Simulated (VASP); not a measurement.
# Cu in VASP: notebook

Runs on Cu. Level: LDA. Tasks: single point.

Everything below comes from runs of VASP 6.6.1. Logs are shortened: lines on timing, memory, paths and dates and some standing lists are left out, and cuts for length are marked.

## (1) Starting point

The cell holds a slab with vacuum, 28 atoms: a = 7.467 Å, b = 7.467 Å, c = 15.520 Å, α = 90.00°, β = 90.00°, γ = 90.00°.

The cell was built by a generator and needn't be a form met in nature.

## (2) Single point, LDA

Contents of INCAR:

```
SYSTEM = Cu
  PREC = Accurate
  ENCUT = 520
  EDIFF = 1E-7
  ISMEAR = 0
  SIGMA = 0.1
  LREAL = Auto
  LASPH = .TRUE.
  NELM = 100
  ALGO = Fast
  ISIF = 2
  LWAVE = .FALSE.
  LCHARG = .FALSE.
  NBANDS = 174
```

Contents of KPOINTS:

```
regular mesh
0
G
  3 3 1
  0 0 0
```

Contents of POSCAR:

```
Cu
1.0
    7.4670476093      0.0000000000      0.0000000000
    0.0000000000      7.4670476093      0.0000000000
    0.0000000000      0.0000000000     15.5200000000
Cu
28
Direct
    0.0000000000      0.0000000000      0.3865979381
    0.3333333508      0.0000000000      0.3865979381
    0.6666667015      0.0000000000      0.3865979381
    0.0000000000      0.3333333508      0.3865979381
    0.3333333508      0.3333333508      0.3865979381
    0.6666667015      0.3333333508      0.3865979381
    0.0000000000      0.6666667015      0.3865979381
    0.3333333508      0.6666667015      0.3865979381
    0.6666667015      0.6666667015      0.3865979381
    0.1640225246      0.1666666754      0.4955998067
    0.4987074135      0.1666673450      0.4959966495
    0.8292656380      0.1666669432      0.4983098582
    0.1645543278      0.5001638124      0.4952089562
    0.5004516103      0.4992247532      0.4959212629
    0.8309955051      0.4981731997      0.4976806057
    0.1645548635      0.8331717334      0.4952096649
    0.5004508067      0.8341113283      0.4959219072
    0.8309955051      0.8351610069      0.4976806057
   -0.0035083478      0.0008690182      0.6076740335
    0.3250528357     -0.0084973343      0.6043989691
    0.6575502470      0.0023988062      0.6123360180
   -0.0035072764      0.3324658058      0.6076740335
    0.3250535053      0.3418343010      0.6043966495
    0.6575515862      0.3309386962      0.6123360825
    0.0006389406      0.6666671033      0.6053134665
    0.3335904805      0.6666679068      0.6057518041
    0.6653324393      0.6666681747      0.6063529639
    0.4184119566      0.1666732376      0.7137567010
```

Potentials or basis: VASP PAW LDA potentials, release 64 (Cu).

Run with:

```bash
$ cat potpaw_LDA.64/Cu/POTCAR > POTCAR
$ mpirun -np 1 vasp_std > vasp.out
```

OUTCAR:

```text
SYSTEM = Cu
   PREC = Accurate
   ENCUT = 520
   EDIFF = 1E-7
   ISMEAR = 0
   LREAL = Auto
   LASPH = .TRUE.
   NELM = 100
   ISIF = 2

 ion  position               nearest neighbor table
   1  0.000  0.000  0.387-  16 2.43  10 2.43  18 2.47  12 2.49   3 2.49   7 2.49   4 2.49   2 2.49

   2  0.333  0.000  0.387-  11 2.44  17 2.44  16 2.45  10 2.45   8 2.49   3 2.49   5 2.49   1 2.49

   3  0.667  0.000  0.387-  17 2.44  18 2.45  11 2.45  12 2.46   1 2.49   9 2.49   2 2.49   6 2.49

   4  0.000  0.333  0.387-  13 2.43  10 2.43  15 2.47  12 2.49   6 2.49   7 2.49   1 2.49   5 2.49

   5  0.333  0.333  0.387-  11 2.44  14 2.44  13 2.45  10 2.45   6 2.49   8 2.49   2 2.49   4 2.49

   6  0.667  0.333  0.387-  14 2.44  15 2.45  11 2.45  12 2.46   4 2.49   5 2.49   9 2.49   3 2.49
[... 33 lines left out ...]
  23  0.325  0.342  0.604-  28 2.25  13 2.39  26 2.43  14 2.44  10 2.45  22 2.45  24 2.49  11 2.49
                            20 2.62
  24  0.658  0.331  0.612-  21 2.45  11 2.48  23 2.49  14 2.49  12 2.51  27 2.51  15 2.53  22 2.53
                            28 2.68
  25  0.001  0.667  0.605-  16 2.44  13 2.44  15 2.44  18 2.44  26 2.49  22 2.50  19 2.50  27 2.50

  26  0.334  0.667  0.606-  23 2.43  20 2.43  17 2.45  14 2.45  16 2.47  13 2.47  27 2.48  25 2.49

  27  0.665  0.667  0.606-  18 2.44  15 2.44  17 2.45  14 2.45  26 2.48  25 2.50  24 2.51  21 2.51

  28  0.418  0.167  0.714-  23 2.25  20 2.25  24 2.68  21 2.68

  LATTYP: Found a simple tetragonal cell.
 ALAT       =     7.4670476093
 C/A-ratio  =     2.0784653871

  Lattice vectors:

 A1 = (   7.4670476093,   0.0000000000,   0.0000000000)
 A2 = (   0.0000000000,   7.4670476093,   0.0000000000)
 A3 = (   0.0000000000,   0.0000000000,  15.5200000000)

Analysis of symmetry for initial positions (statically):
=====================================================================
 Subroutine PRICEL returns:
 Original cell was already a primitive cell.

 Routine SETGRP: Setting up the symmetry group for a
 simple tetragonal supercell.

 Subroutine GETGRP returns: Found  1 space group operations
 (whereof  1 operations were pure point group operations)
 out of a pool of 16 trial point group operations.

The static configuration has the point symmetry C_1 .

Analysis of symmetry for dynamics (positions and initial velocities):
=====================================================================
 Subroutine PRICEL returns:
 Original cell was already a primitive cell.

 Routine SETGRP: Setting up the symmetry group for a
 simple tetragonal supercell.

 Subroutine GETGRP returns: Found  1 space group operations
 (whereof  1 operations were pure point group operations)
 out of a pool of 16 trial point group operations.

The dynamic configuration has the point symmetry C_1 .

 Subroutine INISYM returns: Found  1 space group operations
 (whereof  1 operations are pure point group operations),
 and found     1 'primitive' translations

----------------------------------------------------------------------------------------

                                     Primitive cell

  volume of cell :     865.3455

  direct lattice vectors                    reciprocal lattice vectors
     7.467047609  0.000000000  0.000000000     0.133921739  0.000000000  0.000000000
     0.000000000  7.467047609  0.000000000     0.000000000  0.133921739  0.000000000
     0.000000000  0.000000000 15.520000000     0.000000000  0.000000000  0.064432990

  length of vectors
     7.467047609  7.467047609 15.520000000     0.133921739  0.133921739  0.064432990

  position of ions in fractional coordinates (direct lattice)
     0.000000000  0.000000000  0.386597938
     0.333333351  0.000000000  0.386597938
     0.666666701  0.000000000  0.386597938
     0.000000000  0.333333351  0.386597938
     0.333333351  0.333333351  0.386597938
     0.666666701  0.333333351  0.386597938
[... 20 lines left out ...]
     0.665332439  0.666668175  0.606352964
     0.418411957  0.166673238  0.713756701

  ion indices of the primitive-cell ions
   primitive index   ion index
                 1           1
                 2           2
                 3           3
                 4           4
                 5           5
                 6           6
[... 20 lines left out ...]
                27          27
                28          28

----------------------------------------------------------------------------------------

 KPOINTS: regular mesh

Automatic generation of k-mesh.
 Grid dimensions read from file:
 generate k-points for:    3    3    1

 Generating k-lattice:

  Cartesian coordinates                     Fractional coordinates (reciprocal lattice)
     0.044640580  0.000000000  0.000000000     0.333333333  0.000000000  0.000000000
     0.000000000  0.044640580  0.000000000     0.000000000  0.333333333  0.000000000
     0.000000000  0.000000000  0.064432990     0.000000000  0.000000000  1.000000000

  Length of vectors
     0.044640580  0.044640580  0.064432990

  Shift w.r.t. Gamma in fractional coordinates (k-lattice)
     0.000000000  0.000000000  0.000000000

 Subroutine IBZKPT returns following result:
 ===========================================

 Found      5 irreducible k-points:

 Following reciprocal coordinates:
            Coordinates               Weight
  0.000000  0.000000  0.000000      1.000000
  0.333333  0.000000  0.000000      2.000000
  0.000000  0.333333  0.000000      2.000000
  0.333333  0.333333  0.000000      2.000000
 -0.333333  0.333333  0.000000      2.000000
   k-points           NKPTS =      5   k-points in BZ     NKDIM =      5   number of bands    NBANDS=    174
   number of dos      NEDOS =    301   number of ions     NIONS =     28
   total plane-waves  NPLWV = 376320
   dimension x,y,z NGX =    56 NGY =   56 NGZ =  120
   dimension x,y,z NGXF=   112 NGYF=  112 NGZF=  240
   ions per type =              28
   NGX,Y,Z   is equivalent  to a cutoff of  12.47, 12.47, 12.85 a.u.
   NGXF,Y,Z  is equivalent  to a cutoff of  24.94, 24.94, 25.71 a.u.
 SYSTEM =  Cu
   PREC   = accura    normal or accurate (medium, high low for compatibility)
   ISTART =      0    job   : 0-new  1-cont  2-samecut
   ICHARG =      2    charge: 1-file 2-atom 10-const
   ISPIN  =      1    spin polarized calculation?
   LNONCOLLINEAR =      F non collinear calculations
   LSORBIT =      F    spin-orbit coupling
   LASPH  =      T    aspherical Exc in radial PAW
   ENCUT  =  520.0 eV  38.22 Ry    6.18 a.u.  13.88 13.88 28.86*2*pi/ulx,y,z
   NELM   =    100;   NELMIN=  2; NELMDL= -5     # of ELM steps
   EDIFF  = 0.1E-06   stopping-criterion for ELM
   LREAL  =      T    real-space projection
   EDIFFG = 0.1E-05   stopping-criterion for IOM
   NSW    =      0    number of steps for IOM
   IBRION =     -1    ionic relax: 0-MD 1-quasi-New 2-CG
   NFREE  =      0    steps in history (QN), initial steepest desc. (CG)
   ISIF   =      2    stress and relaxation
   ISYM   =      2    0-nonsym 1-usesym 2-fastsym
   POTIM  = 0.5000    time-step for ionic-motion
   TEBEG  =    0.0;   TEEND  =   0.0 temperature during run
   PSTRESS=    0.0 pullay stress
   NELECT =     308.0000    total number of electrons
   NUPDOWN=      -1.0000    fix difference up-down
   EMIN   =  10.00;   EMAX   =-10.00  energy-range for DOS
   EFERMI =   0.00;   METHOD = LEGACY
   ISMEAR =     0;   SIGMA  =   0.10  broadening in eV -4-tet -1-fermi 0-gaus
   EFERMI_NEDOS =   21; number of points for ismear=-14 and -15
   IALGO  =     68    algorithm
   IMIX   =      4    mixing-type and parameters
     AMIX     =   0.40;   BMIX     =  1.00
     AMIX_MAG =   1.60;   BMIX_MAG =  1.00
  volume/ion in A,a.u.               =      30.91       208.56
  Fermi-wavevector in a.u.,A,eV,Ry     =   1.160188  2.192438 18.313950  1.346037
  Thomas-Fermi vector in A             =   2.296774
   LORBIT       =      0    0 simple, 1 ext, 2 COOP (PROOUT), +10 PAW based schemes
   GGA     = CA    functional components
   LHFCALC =     F    Hartree Fock is set to
   AEXX    =    0.0000 exact exchange contribution
   IVDW    =     0    specifies the selected vdW correction
   LEPSILON=     F    determine dielectric tensor
   LRPA    =     F    only Hartree local field effects (RPA)
 non-spin polarized calculation
 RMM-DIIS sequential band-by-band and
 Gauss-broadening in eV      SIGMA  =   0.10
  energy-cutoff  :      520.00
  volume of cell :      865.35
 maximum number of plane-waves:     23346
   NGX = 27   NGY = 27   NGZ = 57

 number of electron     307.9999956 magnetization

 Free energy of the ion-electron system (eV)
  ---------------------------------------------------
  ext. energy  EPLUGINS =         0.00000000
  ---------------------------------------------------
  free energy    TOTEN  =      -117.10885058 eV

  energy without entropy =     -117.08112971  energy(sigma->0) =     -117.09499014

 E-fermi :  -0.0716     XC(G=0):  -6.1140

 val. band max:       -0.1215570666   @ k =   0.3333   0.0000   0.0000
 cond. band min:       0.0942013890   @ k =   0.0000   0.3333   0.0000
 fundamental gap:      0.2157584556
 Fermi energy:        -0.0715619201

 k-point     1 :       0.0000    0.0000    0.0000
  band No.  band energies     occupation
      1      -9.0564      2.00000
      2      -6.6583      2.00000
      3      -6.6408      2.00000
      4      -6.6365      2.00000
      5      -6.6063      2.00000
      6      -6.4277      2.00000
[... 158 lines left out ...]
    165       2.6944      0.00000
    166       3.5844      0.00000

 k-point     2 :       0.3333    0.0000    0.0000
  band No.  band energies     occupation
      1      -8.7517      2.00000
      2      -7.8764      2.00000
      3      -6.3943      2.00000
      4      -6.3841      2.00000
      5      -6.1919      2.00000
      6      -5.7660      2.00000
[... 158 lines left out ...]
    165       2.8648      0.00000
    166       2.9339      0.00000

 k-point     3 :       0.0000    0.3333    0.0000
  band No.  band energies     occupation
      1      -8.7505      2.00000
      2      -7.8785      2.00000
      3      -6.3945      2.00000
      4      -6.3861      2.00000
      5      -6.1808      2.00000
      6      -5.7706      2.00000
[... 158 lines left out ...]
    165       2.8422      0.00000
    166       2.9262      0.00000

 k-point     4 :       0.3333    0.3333    0.0000
  band No.  band energies     occupation
      1      -8.4498      2.00000
      2      -7.6053      2.00000
      3      -7.5781      2.00000
      4      -6.7992      2.00000
      5      -5.9473      2.00000
      6      -5.3873      2.00000
[... 158 lines left out ...]
    165       2.0617      0.00000
    166       2.0834      0.00000

 k-point     5 :      -0.3333    0.3333    0.0000
  band No.  band energies     occupation
      1      -8.4498      2.00000
      2      -7.6053      2.00000
      3      -7.5781      2.00000
      4      -6.7992      2.00000
      5      -5.9473      2.00000
      6      -5.3873      2.00000
[... 158 lines left out ...]
    165       2.0617      0.00000
    166       2.0834      0.00000
 [bands above 166 left out]

------------------------ aborting loop because EDIFF is reached ----------------------------------------

  FORCE on cell =-STRESS in cart. coord.  units (eV):
  Direction    XX          YY          ZZ          XY          YZ          ZX
  --------------------------------------------------------------------------------------
  -------------------------------------------------------------------------------------
  Total      -11.8747457    -10.2397742      0.5225507     -0.0005682     -0.0002462      2.6439301
  in kB      -21.9859554    -18.9588245      0.9674965     -0.0010520     -0.0004559      4.8952063
  external PRESSURE =     -13.3257611 kB  Pullay stress =       0.0000000 kB

 VOLUME and BASIS-vectors are now :
 -----------------------------------------------------------------------------
  energy-cutoff  :      520.00
  volume of cell :      865.35
      direct lattice vectors                 reciprocal lattice vectors
     7.467047609  0.000000000  0.000000000     0.133921739  0.000000000  0.000000000
     0.000000000  7.467047609  0.000000000     0.000000000  0.133921739  0.000000000
     0.000000000  0.000000000 15.520000000     0.000000000  0.000000000  0.064432990

 POSITION                                       TOTAL-FORCE (eV/Angst)
 -----------------------------------------------------------------------------------
      0.00000      0.00000      6.00000        -0.115754      0.005543     -0.046864
      2.48902      0.00000      6.00000        -0.034974     -0.010895     -0.000718
      4.97803      0.00000      6.00000         0.044506     -0.007409     -0.010828
      0.00000      2.48902      6.00000        -0.115732     -0.006225     -0.046223
      2.48902      2.48902      6.00000        -0.035268      0.009947     -0.002631
      4.97803      2.48902      6.00000         0.044798      0.006450     -0.012771
[... 20 lines left out ...]
      4.96807      4.97804      9.41060         0.001442     -0.000018      0.050701
      3.12430      1.24456     11.07750         0.851991      0.000992     -0.125411
 -----------------------------------------------------------------------------------
    total drift:                                0.000803     -0.003635     -0.006476

  FREE ENERGIE OF THE ION-ELECTRON SYSTEM (eV)
  ---------------------------------------------------
  free  energy   TOTEN  =      -117.1088505784 eV

  energy  without entropy=     -117.0811297054  energy(sigma->0) =     -117.09499014
```

Run time: 20 min. Hardware: 1 thread of Intel Xeon 6975P-C (Granite Rapids), shared host; peak memory 0.81 GiB.

Results:

| Property | Result |
| --- | --- |
| Free energy | -117.1089 eV |
| Largest force | 0.861 eV/Å |
| Band gap on the k mesh | none (metal or under the smearing width) |

Forces in eV/Å, atoms in the order of the input:
```
Cu  -0.116  0.006 -0.047
Cu  -0.035 -0.011 -0.001
Cu   0.045 -0.007 -0.011
Cu  -0.116 -0.006 -0.046
Cu  -0.035  0.010 -0.003
Cu   0.045  0.006 -0.013
Cu  -0.146  0.001 -0.037
Cu   0.005  0.001 -0.095
Cu   0.067  0.001 -0.035
Cu  -0.026  0.002  0.000
Cu  -0.013  0.001  0.006
Cu  -0.041  0.001  0.005
Cu  -0.019  0.010 -0.011
Cu   0.002 -0.002  0.008
Cu  -0.022 -0.003  0.007
Cu  -0.019 -0.011 -0.012
Cu   0.002  0.002  0.008
Cu  -0.021  0.004  0.007
Cu  -0.055 -0.004  0.004
Cu  -0.084  0.006  0.035
Cu  -0.071  0.005  0.096
Cu  -0.055  0.002  0.004
Cu  -0.085 -0.008  0.036
Cu  -0.071 -0.008  0.096
Cu   0.001  0.001  0.030
Cu   0.009  0.000  0.044
Cu   0.001  0.000  0.051
Cu   0.852  0.001 -0.125
```

## (3) Single point, LDA

Edit INCAR of step 2 so:

```diff
@@ -3,3 +3,3 @@
   ENCUT = 520
-  EDIFF = 1E-7
+  EDIFF = 1E-6
   ISMEAR = 0
@@ -13,2 +13,3 @@
   LCHARG = .FALSE.
+  GGA = CA
   NBANDS = 174
```

KPOINTS is that of step 2.

Contents of POSCAR:

```
Cu
1.0
    7.4670476093      0.0000000000      0.0000000000
    0.0000000000      7.4670476093      0.0000000000
    0.0000000000      0.0000000000     15.5200000000
Cu
28
Direct
    0.0000000000      0.0000000000      0.3865979381
    0.3333333508      0.0000000000      0.3865979381
    0.6666667015      0.0000000000      0.3865979381
    0.0000000000      0.3333333508      0.3865979381
    0.3333333508      0.3333333508      0.3865979381
    0.6666667015      0.3333333508      0.3865979381
    0.0000000000      0.6666667015      0.3865979381
    0.3333333508      0.6666667015      0.3865979381
    0.6666667015      0.6666667015      0.3865979381
    0.1675876552      0.1666676128      0.4964839562
    0.5000226589      0.1666779248      0.4967073454
    0.8324690460      0.1666681485      0.4964697809
    0.1671198666      0.4995365230      0.4963617912
    0.5000028385      0.4991217674      0.4964735180
    0.8328867479      0.4995571470      0.4963471005
    0.1671288393      0.8337986211      0.4963692655
    0.5000024368      0.8342398932      0.4964806701
    0.8328760342      0.8337798720      0.4963544459
    0.0000115173      0.0007333554      0.6065902706
    0.3298679919     -0.0034687070      0.6085849227
    0.6701718352     -0.0034968305      0.6085588918
    0.0000172759      0.3326265118      0.6065908505
    0.3298574120      0.3368183962      0.6085717784
    0.6701956733      0.3368596441      0.6085456186
    0.0000166063      0.6666748708      0.6053259665
    0.3340810358      0.6666709870      0.6065905928
    0.6659723173      0.6666767457      0.6065920103
    0.5001154667      0.1667230564      0.7047524485
```

Potentials or basis: VASP PAW LDA potentials, release 64 (Cu).

Run with:

```bash
$ cat potpaw_LDA.64/Cu/POTCAR > POTCAR
$ mpirun -np 1 vasp_std > vasp.out
```

Run time: 20 min. Hardware: 1 thread of Intel Xeon 6975P-C (Granite Rapids), shared host; peak memory 0.81 GiB.

It converged, with:

* Free energy: -117.4481 eV
* Largest force: 0.059 eV/Å
* Band gap on the k mesh: none (metal or under the smearing width)

Forces in eV/Å, atoms in the order of the input:
```
Cu   0.001 -0.005 -0.057
Cu  -0.016 -0.016  0.011
Cu   0.016 -0.016  0.011
Cu   0.001  0.004 -0.056
Cu  -0.016  0.014  0.009
Cu   0.017  0.014  0.008
Cu   0.001  0.001 -0.038
Cu  -0.006  0.001 -0.058
Cu   0.006  0.001 -0.058
Cu   0.006  0.001 -0.010
Cu  -0.001  0.000  0.015
Cu  -0.007  0.001 -0.009
Cu   0.002  0.001 -0.006
Cu   0.000 -0.005 -0.010
Cu  -0.001  0.000 -0.005
Cu   0.002 -0.002 -0.006
Cu   0.000  0.004 -0.010
Cu  -0.001 -0.001 -0.005
Cu   0.000 -0.004  0.027
Cu  -0.014 -0.014  0.019
Cu   0.015 -0.014  0.020
Cu   0.000  0.001  0.027
Cu  -0.014  0.017  0.019
Cu   0.014  0.016  0.020
Cu   0.000  0.000  0.029
Cu  -0.004  0.000  0.027
Cu   0.003  0.000  0.026
Cu  -0.002  0.000  0.058
```

Levels at points of the mesh, in eV from the Fermi level:
| k point | band 151 | band 152 | band 153 | band 154 | band 155 | band 156 | band 157 | band 158 | band 159 | band 160 |
| --- | --- | --- | --- | --- | --- | --- | --- | --- | --- | --- |
| (0.00, 0.00, 0.00) | -1.19 | -0.99 | -0.97 | -0.92 | -0.92 | 0.43 | 1.07 | 1.07 | 1.22 | 1.29 |
